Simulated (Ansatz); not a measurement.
# ZrN: the cost of one run

All numbers are computed with Ansatz 0.2.0 through its Python package. Level of theory: DFT PBE, plane waves, PAW.

The COD entry's cell or inner coordinates are ideal or old and differ from later refinements, so a difference from it is no clean test against experiment.

## Step 1: Starting point

It takes space group Fm-3m (No. 225, cubic). The conventional cell has a = 4.600 Å, b = 4.600 Å, c = 4.600 Å, α = 90.00°, β = 90.00°, γ = 90.00°. Zr (site symmetry m-3m) has 6 N at 2.30 Å in its first shell of neighbours. N (site symmetry m-3m) is surrounded by 6 Zr at 2.30 Å.

The script holds or builds the structure itself.

## Step 2: The code

The input, zrn.py:

```python
# -*- coding: utf-8 -*-
'''Editing single keys of the input for ZrN.'''

import ansatz as az

cell = (
    az.Lattice.of((0.0, 2.3, 2.3), (2.3, 0.0, 2.3), (2.3, 2.3, 0.0))
    .atom('Zr', (0.5, 0.5, 0.5))
    .atom('N', (0.0, 0.0, 0.0))
)

base = cell.calculation()
base = base.occupations('Fermi-Dirac', width=100 * az.meV).kpoints(12)
base = base.functional(az.Functional.PBE)
base = base.band_table()
typed = base.input()
rows = []
for value in [4, 6, 9]:
    edited = typed.set(az.key.basis.ecutrho_ratio, value)
    data = az.Session.from_dict(edited).plan().execute().report
    rows.append((value, data['free_energy_ev'], data['n_iterations'], len(data['eigenvalues_ev'][0]) if 'eigenvalues_ev' in data else 0))
print(' density ratio            F eV      iterations    bands listed')
for row in rows:
    print(f'{str(row[0]):>14s}  {row[1]:14.5f}  {row[2]:14d}  {row[3]:14d}')
```

## Step 3: The calls as engine input

The engine receives this input (first run):

```yaml
crystal:
  lattice:
    - [0.0, 2.3, 2.3]
    - [2.3, 0.0, 2.3]
    - [2.3, 2.3, 0.0]
  atoms:
    - { symbol: Zr, position: [0.5, 0.5, 0.5] }
    - { symbol: "N", position: [0.0, 0.0, 0.0] }
kpoints:
  mp_grid:
    grid: [12, 12, 12]
hamiltonian:
  xc: pbe
scf:
  occupations:
    method: fermi_dirac
    width: 0.1
output:
  eigenvalues: true
basis:
  ecutrho_ratio: 4
```

## Step 4: Launch

Run with:

```sh
python zrn.py
```

Q: Estimate wall time and peak memory on 1 thread of Arm Neoverse V2, shared host.

About 3.3 s, with a peak of 0.37 GiB.
